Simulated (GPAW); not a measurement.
# HfO2 (Pca2_1) in GPAW: band structure with PBEsol

Aim: the band structure of HfO2 with PBEsol.

Everything below comes from runs of GPAW 26.7.0. Logs are shortened: lines on timing, memory, paths and dates and some standing lists are left out, and cuts for length are marked. The log counts tension as positive stress, the text compression.

## (1) The crystal as given

It takes space group Pca2_1 (No. 29, orthorhombic). The conventional cell has a = 5.219 Å, b = 5.005 Å, c = 5.033 Å, α = 90.00°, β = 90.00°, γ = 90.00°. Hf (site symmetry 1) has 7 O at 2.02 to 2.23 Å as nearest neighbours. O (site symmetry 1) is surrounded by 3 Hf at 2.02 to 2.13 Å. Around O (site symmetry 1) lie 4 Hf at 2.11 to 2.23 Å.

Measurements of this composition are mostly on another form, of space group No. 14.

## (2) Band structure, PBEsol

The input, run.py:

```python
from ase import Atoms
from ase.dft.bandgap import bandgap
from ase.io import write
from ase.units import GPa
from gpaw import GPAW, PW, setup_paths

setup_paths.insert(0, '.')

atoms = Atoms(['Hf', 'Hf', 'Hf', 'Hf', 'O', 'O', 'O', 'O', 'O', 'O', 'O', 'O'],
              cell=[[5.21946336, 0.0, 0.0],
                    [0.0, 5.00476369, 0.0],
                    [0.0, 0.0, 5.03268505]],
              scaled_positions=[[0.966994, 0.73252082, 0.74144035],
                                [0.533006, 0.73252082, 0.24144035],
                                [0.466994, 0.26747918, 0.74144035],
                                [0.033006, 0.26747918, 0.24144035],
                                [0.63212745, 0.9286454, 0.87926726],
                                [0.86787255, 0.9286454, 0.37926726],
                                [0.23394852, 0.53988305, 0.49229239],
                                [0.26605148, 0.53988305, 0.99229239],
                                [0.76605148, 0.46011695, 0.99229239],
                                [0.73394852, 0.46011695, 0.49229239],
                                [0.13212745, 0.0713546, 0.87926726],
                                [0.36787255, 0.0713546, 0.37926726]],
              pbc=True)

calc = GPAW(mode=PW(800),
            xc='PBEsol',
            kpts={'size': (4, 4, 4), 'gamma': True},
            occupations={'name': 'fermi-dirac', 'width': 0.05},
            nbands=82,
            convergence={'density': 1e-05, 'energy': 1e-05},
            maxiter=150,
            txt='gpaw.txt')
atoms.calc = calc
energy = atoms.get_potential_energy()
forces = atoms.get_forces()
stress = atoms.get_stress()
calc.write('gs.gpw')
write('result.traj', atoms)
print(f'Energy: {energy:.6f} eV')
print('Forces (eV/A):')
print(forces.round(4))
print('Stress (GPa):', (stress / GPa).round(3))
print('Fermi level:', round(calc.get_fermi_level(), 4), 'eV')
print(f'Gap: {bandgap(calc)[0]:.4f} eV, direct: {bandgap(calc, direct=True)[0]:.4f} eV')

path = atoms.cell.bandpath('GXSYGZURTZ,YT,UX,SR', npoints=60, eps=1e-4)
bs_calc = calc.fixed_density(kpts=path, symmetry='off', nbands=115,
                             convergence={'bands': 'CBM+6.0', 'eigenstates': 1e-6}, txt='bands.txt')
bs = bs_calc.band_structure()
bs.write('bs.json')
print(f'Gap on the path: {bandgap(bs_calc)[0]:.4f} eV')
```

Potentials or basis: PAW data sets generated in the run's folder for this functional, pw.

On the command line:

```sh
$ gpaw-setup -f PBEsol Hf O
$ OMP_NUM_THREADS=1 python run.py
```

gpaw.txt:

```text
__  _  _
 | _ |_)|_||  |
 |__||  | ||/\| - 26.7.0

Input parameters:
  mode=PW(ecut=800.0),
  convergence={'density': 1e-05, 'energy': 1e-05},
  kpts=MonkhorstPack(size=(4, 4, 4), gamma=True),
  maxiter=150,
  nbands=82,
  occupations=Occupations(name='fermi-dirac', width=0.05),
  xc=XC(name='PBEsol')

Diagonalizing LCAO Hamiltonian
Converting LCAO to pw mode
    .------------.
   /| O     O    |
  / |       O   Hf
 *  |            |
 | O| O Hf     O |
 |  |     HfO    |
 |  .------------.
 |Hf  O         /
 |/            /
 *------------*

Atoms  # Å, Bohr magnetons
|    | symbol |        x |        y |        z |    initial magnetic moments |
|----|--------|----------|----------|----------|-----------------------------|
|  0 |     Hf | 5.047190 | 3.666094 | 3.731436 | ( 0.0000,  0.0000,  0.0000) |
|  1 |     Hf | 2.782005 | 3.666094 | 1.215093 | ( 0.0000,  0.0000,  0.0000) |
|  2 |     Hf | 2.437458 | 1.338670 | 3.731436 | ( 0.0000,  0.0000,  0.0000) |
|  3 |     Hf | 0.172274 | 1.338670 | 1.215093 | ( 0.0000,  0.0000,  0.0000) |
|  4 |      O | 3.299366 | 4.647651 | 4.425075 | ( 0.0000,  0.0000,  0.0000) |
|  5 |      O | 4.529829 | 4.647651 | 1.908733 | ( 0.0000,  0.0000,  0.0000) |
|  6 |      O | 1.221086 | 2.701987 | 2.477553 | ( 0.0000,  0.0000,  0.0000) |
|  7 |      O | 1.388646 | 2.701987 | 4.993895 | ( 0.0000,  0.0000,  0.0000) |
|  8 |      O | 3.998378 | 2.302777 | 4.993895 | ( 0.0000,  0.0000,  0.0000) |
|  9 |      O | 3.830817 | 2.302777 | 2.477553 | ( 0.0000,  0.0000,  0.0000) |
| 10 |      O | 0.689634 | 0.357113 | 4.425075 | ( 0.0000,  0.0000,  0.0000) |
| 11 |      O | 1.920097 | 0.357113 | 1.908733 | ( 0.0000,  0.0000,  0.0000) |

Unit cell  # Å
| periodic |        x |        y |        z |  lengths |    angles |
|----------|----------|----------|----------|----------|-----------|
|      yes | 5.219463 | 0.000000 | 0.000000 | 5.219463 | 90.000000 |
|      yes | 0.000000 | 5.004764 | 0.000000 | 5.004764 | 90.000000 |
|      yes | 0.000000 | 0.000000 | 5.032685 | 5.032685 | 90.000000 |

Number of symmetries: 1
Symmetry operations  # r_c * U_cc + t_c -> r_c
|   | kind |            matrix            |
|---|------|------------------------------|
| 0 |  E   |  1, 0, 0,  0, 1, 0,  0, 0, 1 |

BZ-sampling:
  Number of BZ points: 64
  Number of IBZ points: 36

  Monkhorst-Pack size: [4, 4, 4]
  Monkhorst-Pack shift: [0.125, 0.125, 0.125]

K-points  # in reciprocal-cell coordinates
|     |                                coordinates |     weight |
|-----|--------------------------------------------|------------|
|   0 | (  0.00000000,   0.00000000,   0.00000000) | 0.01562500 |
|   1 | (  0.00000000,   0.00000000,   0.25000000) | 0.03125000 |
|   2 | (  0.00000000,   0.00000000,   0.50000000) | 0.01562500 |
|   3 | (  0.00000000,   0.25000000,  -0.25000000) | 0.03125000 |
|   4 | (  0.00000000,   0.25000000,   0.00000000) | 0.03125000 |
|   5 | (  0.00000000,   0.25000000,   0.25000000) | 0.03125000 |
|   6 | (  0.00000000,   0.25000000,   0.50000000) | 0.03125000 |
|   7 | (  0.00000000,   0.50000000,   0.00000000) | 0.01562500 |
|   8 | (  0.00000000,   0.50000000,   0.25000000) | 0.03125000 |
|   9 | (  0.00000000,   0.50000000,   0.50000000) | 0.01562500 |
| ... |                                            |            |
|  35 | (  0.50000000,   0.50000000,   0.50000000) | 0.01562500 |

Plane wave coefficients: 6800
Cutoff: 800.0 eV

Spin-components: 1 (collinear spins)
Bands:           82
Projectors:      64
Spin-degeneracy: 2
Datatype:        complex128

Parallelization:
  kpt:    1
  domain: 1
  band:   1

Density:
  Valence electrons: 96.0
  Components: 1
  Grid points: [35 35 35]
  Charge: 0.0  # |e|

Potential:
  Grid points: [35 35 35]

species:
  Hf:
    name:    Hafnium
    Z:       72.0
    valence: 12
    core:    60
    charge:  0.0  # [|e|]
    compensation charges:
      type: gauss
      rc: 0.41  # [Å]
      lmax: 2
    cutoffs:
      filter: 2.36  # [Å]
      core: 4.02  # [Å]
    projectors
    | kind |    occ | energy [eV] | rcut [Å] |
    |------|--------|-------------|----------|
    |   5s |  2.000 |     -66.855 |    1.397 |
    |   6s |  2.000 |      -5.120 |    1.397 |
    |   5p |  6.000 |     -35.615 |    1.307 |
    |   6p |  0.000 |      -1.375 |    1.307 |
    |   5d |  2.000 |      -2.724 |    1.334 |
    |    d |        |      24.487 |    1.334 |

    Using partial waves for Hf as LCAO basis

  O:
    name:    Oxygen
    Z:       8.0
    valence: 6
    core:    2
    charge:  0.0  # [|e|]
    compensation charges:
      type: gauss
      rc: 0.21  # [Å]
      lmax: 2
    cutoffs:
      filter: 1.17  # [Å]
      core: 0.83  # [Å]
    projectors
    | kind |    occ | energy [eV] | rcut [Å] |
    |------|--------|-------------|----------|
    |   2s |  2.000 |     -23.808 |    0.688 |
    |   2p |  4.000 |      -8.972 |    0.598 |
    |    s |        |       3.404 |    0.688 |
    |    p |        |      18.239 |    0.598 |
    |    d |        |       0.000 |    0.619 |

    Using partial waves for O as LCAO basis

Reference energy: -1655321.236761  # eV

eigensolver:
  PPCG
  Converge bands: occupied
  niter=2

density mixing:
  MSR1-Mixer
  Pratt-step length: 0.05
  Maximum mixing coefficient: 0.75
  Old densities: 10
  SVD Regularization: 0.005
  Good broyden scale: 1.0
  Trust region scale: 1.0
  Backstep threshold: 4.0
  History deletion threshold: 6.0
  Fourier metric: weight=20.0, sigma=0.015

occupation numbers:
  Fermi-Dirac:
    width: 0.0500  # eV

poisson solver:
  ecut: 6400.0  # eV

xc functional:
  name: PBEsol with 2 nearest neighbor stencil

convergence criteria:
[... 6 lines left out ...]
|iter     | |      energy | eigst |  dens |
|---------|-|-------------|-------|-------|
|iter:   1| | -132.702547 | +0.32 |       |
|iter:   2| | -128.709169 | -1.42 | -0.82 |
|iter:   3| | -118.277307 | -0.67 | -0.88 |
|iter:   4| | -118.284394 | -2.33 | -1.50 |
|iter:   5| | -118.307310 | -2.87 | -1.74 |
|iter:   6| | -118.301155 | -3.71 | -2.54 |
|iter:   7| | -118.301077 | -5.16 | -2.97 |
|iter:   8| | -118.301107c| -5.72 | -3.38 |
|iter:   9| | -118.301110c| -7.22 | -4.01 |
|iter:  10| | -118.301110c| -7.62c| -4.84 |
|iter:  11| | -118.301110c| -8.37c| -5.51c|

Converged in 11 steps
Energy contributions relative to reference atoms: (reference = -1655321.236761)

Energy contributions:
  Kinetic:         115.370390
  Coulomb:        -129.762093
  Zero:              1.181733
  External:          0.000000
  Xc:             -105.091140
  Entropy:          -0.000000
  Spinorbit:         0.000000
  ----------------------------
  Free energy:    -118.301110
  Extrapolated:   -118.301110

dipole moment: (-0.000079, -0.000070, 28.315763)  # |e|*Ang

Fermi level: 8.798
Eigenvalues  # (at kpt = [0.000, 0.000, 0.000])
| band index |      eig [eV] | occ [0-2] |
|------------|---------------|-----------|
|          0 |       -52.665 |     2.000 |
|        ... |               |           |
|         40 |         6.088 |     2.000 |
|         41 |         6.302 |     2.000 |
|         42 |         6.427 |     2.000 |
|         43 |         6.619 |     2.000 |
|         44 |         6.883 |     2.000 |
|         45 |         7.393 |     2.000 |
[... 8 lines left out ...]
|         54 |        13.516 |     0.000 |
|         55 |        13.629 |     0.000 |
|        ... |               |           |
|         81 |        24.793 |     0.000 |

Gap: 4.357 eV
Transition (v -> c):
  (s=0, k=0, n=47, [0.00, 0.00, 0.00]) -> (s=0, k=24, n=48, [0.25, 0.50, 0.25])
Direct/indirect transitions are different
Direct gap: 4.543 eV
Transition at: (s=0, k=7, n=47, [0.00, 0.50, 0.00])

Forces  # eV/Ang
|        x |        y |        z |
|----------|----------|----------|
| -0.02618 | -0.12478 |  0.05323 |  # Hf   0
|  0.02618 | -0.12478 |  0.05321 |  # Hf   1
| -0.02621 |  0.12475 |  0.05323 |  # Hf   2
|  0.02620 |  0.12480 |  0.05320 |  # Hf   3
|  0.01779 | -0.08829 |  0.03204 |  # O    4
| -0.01791 | -0.08828 |  0.03200 |  # O    5
|  0.06146 |  0.02146 | -0.08522 |  # O    6
| -0.06141 |  0.02146 | -0.08523 |  # O    7
| -0.06146 | -0.02147 | -0.08525 |  # O    8
|  0.06141 | -0.02147 | -0.08521 |  # O    9
|  0.01791 |  0.08830 |  0.03206 |  # O   10
| -0.01778 |  0.08831 |  0.03199 |  # O   11

Stress tensor  # eV/Ang^3
|         x |         y |         z |
|-----------|-----------|-----------|
| -0.014342 | -0.000000 |  0.000000 |
| -0.000000 | -0.017548 | -0.000000 |
|  0.000000 | -0.000000 | -0.012777 |

# Writing to gs.gpw (mode='')
```

Wall time 16 min (1 thread of Arm Neoverse V2, shared host); peak memory 1.6 GiB.

What came out:

```
Free energy             : -118.3011 eV
Pressure                : 2.4 GPa
Largest force           : 0.138 eV/Å
Band gap on the k mesh  : 4.36 eV, indirect (least direct gap 4.54 eV)
Band gap along the path : 4.41 eV, indirect (least direct gap 4.53 eV)
```

Forces on the atoms (eV/Å):
```
Hf  -0.026 -0.125  0.053
Hf   0.026 -0.125  0.053
Hf  -0.026  0.125  0.053
Hf   0.026  0.125  0.053
O    0.018 -0.088  0.032
O   -0.018 -0.088  0.032
O    0.061  0.021 -0.085
O   -0.061  0.021 -0.085
O   -0.061 -0.021 -0.085
O    0.061 -0.021 -0.085
O    0.018  0.088  0.032
O   -0.018  0.088  0.032
```

Stress tensor (GPa, compression positive):
```
2.30 0.00 0.00
0.00 2.81 0.00
0.00 0.00 2.05
```

Levels at the corners of the path, in eV from the valence-band top:
```csv
point,band 46,band 47,band 48,band 49,band 50,band 51
Γ,-0.19,-0.07,0.00,4.85,5.11,5.22
X,-0.40,-0.19,-0.12,4.42,4.81,4.88
S,-1.01,-0.37,-0.37,4.46,4.46,4.85
Y,-0.35,-0.27,-0.27,4.57,4.57,5.23
Γ,-0.19,-0.07,0.00,4.85,5.11,5.22
Z,-0.69,-0.40,-0.40,5.12,5.12,5.55
U,-0.65,-0.48,-0.48,4.61,4.61,5.06
R,-0.86,-0.86,-0.86,4.59,4.59,4.59
T,-0.71,-0.71,-0.71,5.12,5.12,5.12
Z,-0.69,-0.40,-0.40,5.12,5.12,5.55
Y,-0.35,-0.27,-0.27,4.57,4.57,5.23
T,-0.71,-0.71,-0.71,5.12,5.12,5.12
U,-0.65,-0.48,-0.48,4.61,4.61,5.06
X,-0.40,-0.19,-0.12,4.42,4.81,4.88
S,-1.01,-0.37,-0.37,4.46,4.46,4.85
R,-0.86,-0.86,-0.86,4.59,4.59,4.59
```

Caveat: spin-orbit coupling is left out, which moves the levels of the heavy elements. A hybrid or GW would open this gap; PBEsol tends to underestimate it.
